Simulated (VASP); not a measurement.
# CsPbCl3 (Pm-3m) in VASP: a series of runs, part 2 of 2

VASP 6.6.1. The steps go on from the part before.

## 3. Band structure, r2SCAN

Input file INCAR:

```
PREC = Accurate
ENCUT = 520
EDIFF = 1E-6
ISMEAR = 0
SIGMA = 0.03
LREAL = F
LASPH = T
NELM = 80
ALGO = Normal
ISIF = 2
LWAVE = F
LCHARG = F
METAGGA = R2SCAN
LMIXTAU = T
NBANDS = 30
KPAR = 2
```

Input file KPOINTS:

```
regular mesh
0
Gamma
  6 6 6
```

Input file POSCAR:

```
CsPbCl3                                 
1.0
    5.6185701126      0.0000000000      0.0000000000
    0.0000000000      5.6185701126     -0.0000000000
    0.0000000000      0.0000000000      5.6185701126
  Cs              Pb              Cl            
     1     1     3
Direct
     0.0000000000000000    0.0000000000000000    0.0000000000000000
     0.5000000000000000    0.5000000000000000    0.5000000000000000
     0.5000000000000000    0.5000000000000000    0.0000000000000000
     0.0000000000000000    0.5000000000000000    0.5000000000000000
     0.5000000000000000    0.0000000000000000    0.5000000000000000
```

KPOINTS_OPT is that of step 2.

Potentials or basis: VASP PAW PBE potentials, release 64 (Cs_sv, Pb_d, Cl).

On the command line:

```
cat potpaw_PBE.64/Cs_sv/POTCAR potpaw_PBE.64/Pb_d/POTCAR potpaw_PBE.64/Cl/POTCAR > POTCAR
mpirun -np 2 vasp_std > vasp.out
```

OUTCAR:

```text
PREC = Accurate
   ENCUT = 520
   EDIFF = 1E-6
   ISMEAR = 0
   LREAL = F
   LASPH = T
   NELM = 80
   ISIF = 2
   METAGGA = R2SCAN

 ion  position               nearest neighbor table
   1  0.000  0.000  0.000-
   2  0.500  0.500  0.500-   3 2.81   4 2.81   5 2.81   3 2.81   5 2.81   4 2.81
   3  0.500  0.500  0.000-   2 2.81   2 2.81
   4  0.000  0.500  0.500-   2 2.81   2 2.81
   5  0.500  0.000  0.500-   2 2.81   2 2.81

  LATTYP: Found a simple cubic cell.
 ALAT       =     5.6185701126

  Lattice vectors:

 A1 = (   5.6185701126,   0.0000000000,   0.0000000000)
 A2 = (   0.0000000000,   5.6185701126,   0.0000000000)
 A3 = (   0.0000000000,   0.0000000000,   5.6185701126)

Analysis of symmetry for initial positions (statically):
=====================================================================
 Subroutine PRICEL returns:
 Original cell was already a primitive cell.

 Routine SETGRP: Setting up the symmetry group for a
 simple cubic supercell.

 Subroutine GETGRP returns: Found 48 space group operations
 (whereof 48 operations were pure point group operations)
 out of a pool of 48 trial point group operations.

The static configuration has the point symmetry O_h .

Analysis of symmetry for dynamics (positions and initial velocities):
=====================================================================
 Subroutine PRICEL returns:
 Original cell was already a primitive cell.

 Routine SETGRP: Setting up the symmetry group for a
 simple cubic supercell.

 Subroutine GETGRP returns: Found 48 space group operations
 (whereof 48 operations were pure point group operations)
 out of a pool of 48 trial point group operations.

The dynamic configuration has the point symmetry O_h .

 Subroutine INISYM returns: Found 48 space group operations
 (whereof 48 operations are pure point group operations),
 and found     1 'primitive' translations

----------------------------------------------------------------------------------------

                                     Primitive cell

  volume of cell :     177.3689

  direct lattice vectors                    reciprocal lattice vectors
     5.618570113  0.000000000  0.000000000     0.177981227  0.000000000  0.000000000
     0.000000000  5.618570113  0.000000000     0.000000000  0.177981227  0.000000000
     0.000000000  0.000000000  5.618570113     0.000000000  0.000000000  0.177981227

  length of vectors
     5.618570113  5.618570113  5.618570113     0.177981227  0.177981227  0.177981227

  position of ions in fractional coordinates (direct lattice)
     0.000000000  0.000000000  0.000000000
     0.500000000  0.500000000  0.500000000
     0.500000000  0.500000000  0.000000000
     0.000000000  0.500000000  0.500000000
     0.500000000  0.000000000  0.500000000

  ion indices of the primitive-cell ions
   primitive index   ion index
                 1           1
                 2           2
                 3           3
                 4           4
                 5           5

----------------------------------------------------------------------------------------

 KPOINTS: regular mesh

Automatic generation of k-mesh.
 Grid dimensions read from file:
 generate k-points for:    6    6    6

 Generating k-lattice:

  Cartesian coordinates                     Fractional coordinates (reciprocal lattice)
     0.029663538  0.000000000  0.000000000     0.166666667  0.000000000  0.000000000
     0.000000000  0.029663538  0.000000000     0.000000000  0.166666667  0.000000000
     0.000000000  0.000000000  0.029663538     0.000000000  0.000000000  0.166666667

  Length of vectors
     0.029663538  0.029663538  0.029663538

  Shift w.r.t. Gamma in fractional coordinates (k-lattice)
     0.000000000  0.000000000  0.000000000

 Subroutine IBZKPT returns following result:
 ===========================================

 Found     20 irreducible k-points:

 Following reciprocal coordinates:
            Coordinates               Weight
  0.000000  0.000000  0.000000      1.000000
  0.166667  0.000000  0.000000      6.000000
  0.333333  0.000000  0.000000      6.000000
  0.500000  0.000000  0.000000      3.000000
  0.166667  0.166667  0.000000     12.000000
  0.333333  0.166667  0.000000     24.000000
[... 12 lines left out ...]
  0.500000  0.500000  0.333333      6.000000
  0.500000  0.500000  0.500000      1.000000
   k-points           NKPTS =     20   k-points in BZ     NKDIM =     20   number of bands    NBANDS=     30
   number of dos      NEDOS =    301   number of ions     NIONS =      5
   total plane-waves  NPLWV =  74088
   dimension x,y,z NGX =    42 NGY =   42 NGZ =   42
   dimension x,y,z NGXF=    84 NGYF=   84 NGZF=   84
   ions per type =               1   1   3
   NGX,Y,Z   is equivalent  to a cutoff of  12.43, 12.43, 12.43 a.u.
   NGXF,Y,Z  is equivalent  to a cutoff of  24.85, 24.85, 24.85 a.u.
 SYSTEM =  unknown system
   PREC   = accura    normal or accurate (medium, high low for compatibility)
   ISTART =      0    job   : 0-new  1-cont  2-samecut
   ICHARG =      2    charge: 1-file 2-atom 10-const
   ISPIN  =      1    spin polarized calculation?
   LNONCOLLINEAR =      F non collinear calculations
   LSORBIT =      F    spin-orbit coupling
   LASPH  =      T    aspherical Exc in radial PAW
   ENCUT  =  520.0 eV  38.22 Ry    6.18 a.u.  10.45 10.45 10.45*2*pi/ulx,y,z
   NELM   =     80;   NELMIN=  2; NELMDL= -5     # of ELM steps
   EDIFF  = 0.1E-05   stopping-criterion for ELM
   LREAL  =      F    real-space projection
   EDIFFG = 0.1E-04   stopping-criterion for IOM
   NSW    =      0    number of steps for IOM
   IBRION =     -1    ionic relax: 0-MD 1-quasi-New 2-CG
   NFREE  =      0    steps in history (QN), initial steepest desc. (CG)
   ISIF   =      2    stress and relaxation
   ISYM   =      2    0-nonsym 1-usesym 2-fastsym
   POTIM  = 0.5000    time-step for ionic-motion
   TEBEG  =    0.0;   TEEND  =   0.0 temperature during run
   PSTRESS=    0.0 pullay stress
   NELECT =      44.0000    total number of electrons
   NUPDOWN=      -1.0000    fix difference up-down
   EMIN   =  10.00;   EMAX   =-10.00  energy-range for DOS
   EFERMI =   0.00;   METHOD = LEGACY
   ISMEAR =     0;   SIGMA  =   0.03  broadening in eV -4-tet -1-fermi 0-gaus
   EFERMI_NEDOS =   21; number of points for ismear=-14 and -15
   IALGO  =     38    algorithm
   IMIX   =      4    mixing-type and parameters
     AMIX     =   0.40;   BMIX     =  1.00
     AMIX_MAG =   1.60;   BMIX_MAG =  1.00
  volume/ion in A,a.u.               =      35.47       239.39
  Fermi-wavevector in a.u.,A,eV,Ry     =   1.028648  1.943862 14.396538  1.058116
  Thomas-Fermi vector in A             =   2.162655
   LORBIT       =      0    0 simple, 1 ext, 2 COOP (PROOUT), +10 PAW based schemes
   METAGGA = R2SCAN    functional components
   LHFCALC =     F    Hartree Fock is set to
   AEXX    =    0.0000 exact exchange contribution
   IVDW    =     0    specifies the selected vdW correction
   LEPSILON=     F    determine dielectric tensor
   LRPA    =     F    only Hartree local field effects (RPA)
 non-spin polarized calculation
 Gauss-broadening in eV      SIGMA  =   0.03
  energy-cutoff  :      520.00
  volume of cell :      177.37
 maximum number of plane-waves:      4801
 NGX is ok and might be reduce to    42
   NGX = 21   NGY = 21   NGZ = 21

 number of electron      44.0000009 magnetization

 Free energy of the ion-electron system (eV)
  ---------------------------------------------------
  ext. energy  EPLUGINS =         0.00000000
  ---------------------------------------------------
  free energy    TOTEN  =      -108.17473250 eV

  energy without entropy =     -108.17473250  energy(sigma->0) =     -108.17473250

 E-fermi :   1.6534     XC(G=0):  -8.2214

 val. band max:        1.5012567391   @ k =   0.5000   0.5000   0.5000
 cond. band min:       3.8419723517   @ k =   0.5000   0.5000   0.5000
 fundamental gap:      2.3407156126
 Fermi energy:         1.6534108334

 k-point     1 :       0.0000    0.0000    0.0000
  band No.  band energies     occupation
      1     -20.4835      2.00000
      2     -15.8914      2.00000
      3     -15.8914      2.00000
      4     -15.6178      2.00000
      5     -15.6178      2.00000
      6     -15.6178      2.00000
[... 649 lines left out ...]
     29       7.5662      0.00000
     30       8.8019      0.00000

------------------------ aborting loop because EDIFF is reached ----------------------------------------

  FORCE on cell =-STRESS in cart. coord.  units (eV):
  Direction    XX          YY          ZZ          XY          YZ          ZX
  --------------------------------------------------------------------------------------
  -------------------------------------------------------------------------------------
  Total        0.8232614      0.8232614      0.8232614      0.0000000     -0.0000000      0.0000000
  in kB        7.4365404      7.4365404      7.4365404      0.0000000     -0.0000000      0.0000000
  external PRESSURE =       7.4365404 kB  Pullay stress =       0.0000000 kB

 VOLUME and BASIS-vectors are now :
 -----------------------------------------------------------------------------
  energy-cutoff  :      520.00
  volume of cell :      177.37
      direct lattice vectors                 reciprocal lattice vectors
     5.618570113  0.000000000  0.000000000     0.177981227  0.000000000  0.000000000
     0.000000000  5.618570113  0.000000000     0.000000000  0.177981227  0.000000000
     0.000000000  0.000000000  5.618570113     0.000000000  0.000000000  0.177981227

 POSITION                                       TOTAL-FORCE (eV/Angst)
 -----------------------------------------------------------------------------------
      0.00000      0.00000      0.00000         0.000000      0.000000      0.000000
      2.80929      2.80929      2.80929         0.000000      0.000000      0.000000
      2.80929      2.80929      0.00000         0.000000      0.000000      0.000000
      0.00000      2.80929      2.80929         0.000000      0.000000      0.000000
      2.80929      0.00000      2.80929         0.000000      0.000000      0.000000
 -----------------------------------------------------------------------------------
    total drift:                                0.000000     -0.000000     -0.000000

  FREE ENERGIE OF THE ION-ELECTRON SYSTEM (eV)
  ---------------------------------------------------
  free  energy   TOTEN  =      -108.1747325046 eV

  energy  without entropy=     -108.1747325046  energy(sigma->0) =     -108.17473250
```

It took 11 min on 2 MPI ranks of Intel Xeon Platinum 8559C (Emerald Rapids), shared host; peak memory 0.39 GiB.

Results:

- Free energy: -108.1747 eV
- Pressure: 0.7 GPa
- Band gap on the k mesh: 2.34 eV, direct
- Band gap along the path: 2.34 eV, direct

Levels at the corners of the path, in eV from the valence-band top:
| point | band 18 | band 19 | band 20 | band 21 | band 22 | band 23 | band 24 | band 25 | band 26 | band 27 |
| --- | --- | --- | --- | --- | --- | --- | --- | --- | --- | --- |
| Γ | -2.79 | -2.79 | -2.68 | -2.68 | -2.68 | 3.84 | 4.67 | 4.67 | 5.67 | 5.67 |
| X | -2.89 | -2.89 | -2.79 | -2.79 | -1.76 | 3.44 | 5.16 | 5.59 | 5.77 | 5.77 |
| X | -2.89 | -2.89 | -2.79 | -2.79 | -1.76 | 3.44 | 5.16 | 5.59 | 5.77 | 5.77 |
| M | -2.97 | -2.97 | -2.91 | -2.37 | -0.85 | 2.93 | 2.93 | 5.35 | 5.90 | 6.22 |
| M | -2.97 | -2.97 | -2.91 | -2.37 | -0.85 | 2.93 | 2.93 | 5.35 | 5.90 | 6.22 |
| Γ | -2.79 | -2.79 | -2.68 | -2.68 | -2.68 | 3.84 | 4.67 | 4.67 | 5.67 | 5.67 |
| Γ | -2.79 | -2.79 | -2.68 | -2.68 | -2.68 | 3.84 | 4.67 | 4.67 | 5.67 | 5.67 |
| R | -2.90 | -2.36 | -2.36 | -2.36 | 0.00 | 2.34 | 2.34 | 2.34 | 5.71 | 6.06 |
| R | -2.90 | -2.36 | -2.36 | -2.36 | 0.00 | 2.34 | 2.34 | 2.34 | 5.71 | 6.06 |
| X | -2.89 | -2.89 | -2.79 | -2.79 | -1.76 | 3.44 | 5.16 | 5.59 | 5.77 | 5.77 |
| M | -2.97 | -2.97 | -2.91 | -2.37 | -0.85 | 2.93 | 2.93 | 5.35 | 5.90 | 6.22 |
| R | -2.90 | -2.36 | -2.36 | -2.36 | 0.00 | 2.34 | 2.34 | 2.34 | 5.71 | 6.06 |

Caveat: the PAW data sets were made with another functional, which shifts forces and pressure a little; spin-orbit coupling is left out, which as a rule narrows the gap of such compounds by several tenths of an eV. r2SCAN opens gaps a little over a GGA but as a rule still falls short of measured ones.
